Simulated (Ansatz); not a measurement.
# GaPH3: the cost of one run

Program: Ansatz 0.2.0. Level of theory: DFT PBE, scalar-relativistic, plane waves, PAW. These are calculated values, not measurements.

1 further run of the same task is left out (set aside as unsound or not needed).

**1. The structure to begin with**

Symmetry: F-43m, No. 216, cubic system. Conventional cell: a = 5.505 Å, b = 5.505 Å, c = 5.505 Å, α = 90.00°, β = 90.00°, γ = 90.00°. Around Ga (site symmetry -43m) lie 4 P at 2.38 Å. Around P (site symmetry -43m) lie 4 Ga at 2.38 Å.

As a file:

```cif
data_structure
_symmetry_space_group_name_H-M 'F-43m'
_symmetry_Int_Tables_number 216
_cell_length_a 5.5051
_cell_length_b 5.5051
_cell_length_c 5.5051
_cell_angle_alpha 90.000
_cell_angle_beta 90.000
_cell_angle_gamma 90.000
_cell_volume 166.84
loop_
_atom_site_label
_atom_site_type_symbol
_atom_site_symmetry_multiplicity
_atom_site_Wyckoff_symbol
_atom_site_fract_x
_atom_site_fract_y
_atom_site_fract_z
_atom_site_occupancy
Ga1 Ga 4 a 0.00000 0.00000 0.00000 1
P1 P 4 d 0.25000 0.25000 0.75000 1
```

This cell was relaxed beforehand with the same method: volume 20.85 Å³/atom, gap on the mesh 1.58 eV.

**2. The [111] wire, 12 host atoms a period with H caps**

The wire is cut from the relaxed crystal, periodic along c with vacuum across. Atoms and period relax; energies count from the bulk, -2269.7787 eV an atom. Each H cap counts from half an H2 molecule (-15.872 eV in a separate run).

The cell holds 6 Ga, 6 P, 18 H: a = 16.300 Å, b = 15.800 Å, c = 9.535 Å, α = 90.00°, β = 90.00°, γ = 90.00°.

**3. Relaxation**

Pressure and volume refer to the whole cell with its vacuum; only the period along c may change.

input.yaml reads:

```yaml
crystal:
  lattice:
    - [16.3, 0.0, 0.0]
    - [0.0, 15.8, 0.0]
    - [0.0, 0.0, 9.5350672263]
  atoms:
    - { symbol: Ga, position: [0.5732778606, 0.5, 0.0] }
    - { symbol: P, position: [0.5043380784, 0.3768140856, 0.4166666667] }
    - { symbol: Ga, position: [0.4353982963, 0.5, 0.3333333333] }
    - { symbol: P, position: [0.6422176427, 0.3768140856, 0.0833333333] }
    - { symbol: P, position: [0.5043380784, 0.6231859144, 0.4166666667] }
    - { symbol: P, position: [0.3664585141, 0.3768140856, 0.75] }
    - { symbol: Ga, position: [0.3664585141, 0.3768140856, 0.0] }
    - { symbol: Ga, position: [0.6422176427, 0.3768140856, 0.3333333333] }
    - { symbol: Ga, position: [0.5043380784, 0.6231859144, 0.6666666667] }
    - { symbol: P, position: [0.4353982963, 0.5, 0.0833333333] }
    - { symbol: Ga, position: [0.5043380784, 0.3768140856, 0.6666666667] }
    - { symbol: P, position: [0.5732778606, 0.5, 0.75] }
    - { symbol: H, position: [0.6186830813, 0.5811328881, 0.0548851226] }
    - { symbol: H, position: [0.4632709361, 0.3034327473, 0.3670253456] }
    - { symbol: H, position: [0.3445878548, 0.5, 0.3882184559] }
    - { symbol: H, position: [0.6011505004, 0.3034327473, 0.0336920123] }
    - { symbol: H, position: [0.7243519273, 0.3768140856, 0.0336920123] }
    - { symbol: H, position: [0.4632709361, 0.6965672527, 0.3670253456] }
    - { symbol: H, position: [0.586472363, 0.6231859144, 0.3670253456] }
    - { symbol: H, position: [0.3253913718, 0.4501954239, 0.700358679] }
    - { symbol: H, position: [0.3253913718, 0.3034327473, 0.700358679] }
    - { symbol: H, position: [0.2756480727, 0.3768140856, 0.0548851226] }
    - { symbol: H, position: [0.4118637348, 0.2956811975, 0.0548851226] }
    - { symbol: H, position: [0.6876228634, 0.4579469737, 0.3882184559] }
    - { symbol: H, position: [0.6876228634, 0.2956811975, 0.3882184559] }
    - { symbol: H, position: [0.413527637, 0.6231859144, 0.7215517892] }
    - { symbol: H, position: [0.5497432991, 0.7043188025, 0.7215517892] }
    - { symbol: H, position: [0.394331154, 0.5733813383, 0.0336920123] }
    - { symbol: H, position: [0.5497432991, 0.2956811975, 0.7215517892] }
    - { symbol: H, position: [0.6554121452, 0.5, 0.700358679] }
basis:
  ecutwfc: 420
kpoints:
  mp_grid: { grid: [1, 1, 4] }
hamiltonian:
  xc: pbe
scf:
  occupations: { method: gaussian, width: 0.05 }
output:
  forces: true
  stress: true
  eigenvalues: true
  populations: true
  write_density: true
  write_potential: true
  elf: true
  volumetric_format: npy
relax:
  adjacent_minimum: "off"
  f_tol: 0.02
  max_steps: 45
  cell: { fix: [a, b, alpha, beta, gamma], stress_tol: 0.03 }
```

Run with:

```
$ ansatz run input.yaml --threads 4 --pin off --max-ram 11264MiB --backend cpu --events-out ev --progress --plain --runs-dir out
```

Q: Estimate wall time and peak memory on 4 threads of AMD EPYC 9R45 (Zen 5), shared host.

About 97 s, with a peak of 3.1 GiB.
